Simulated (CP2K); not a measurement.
## Sn under changes of volume

One of the cells (27.205 Å³/atom); the others are scaled copies at fixed shape and fractional positions:

```xyz
1
Lattice="3.2816 0.0000 0.0000 -1.0939 3.0940 0.0000 -1.0939 -1.5470 2.6794" Properties=species:S:1:pos:R:3 pbc="T T T"
Sn    0.0000    0.0000    0.0000
```

This isn't the form of Sn at room conditions, which is tetragonal (white tin).

- Program: CP2K 2026.2
- Functional: LDA
- Potentials or basis: GTH_POTENTIALS Sn GTH-PADE-q4; TZVP-MOLOPT-PBE-GTH basis
- Density cutoff: 6123 eV
- k mesh: 10 × 10 × 10
- Occupations: fermi-dirac, width 0.05 eV
- Spin: no spin polarisation

| volume (Å³/atom) | energy over the lowest point (meV/atom) | pressure (GPa) |
| --- | --- | --- |
| 25.573 | 0.00 | -0.6 |
| 26.117 | 3.84 | -1.6 |
| 26.661 | 10.82 | -2.4 |
| 27.205 | ? | ? |
| 27.749 | 32.84 | -3.9 |
| 28.293 | 47.44 | -4.6 |
| 28.837 | 64.10 | -5.1 |

Problem. What does the run at 27.205 Å³/atom give?

Solution. Energy over the lowest point 20.56 meV/atom; pressure -3.2 GPa.

Worked out: A Birch-Murnaghan fit of order 3 (a polynomial in V^(-2/3)) to the other rows has its minimum at 25.23 Å³/atom, just outside them, with B0 = V·E''(V) = 50 GPa and B' = 3.7. It gives 20.56 meV/atom at 27.205 Å³/atom, against the run's 20.56, and -dE/dV = -3.3 GPa, against -3.2.

Energies are extrapolated to zero smearing.

Caveats: the basis of atomic orbitals isn't converged, which shifts pressures, moduli and gaps.
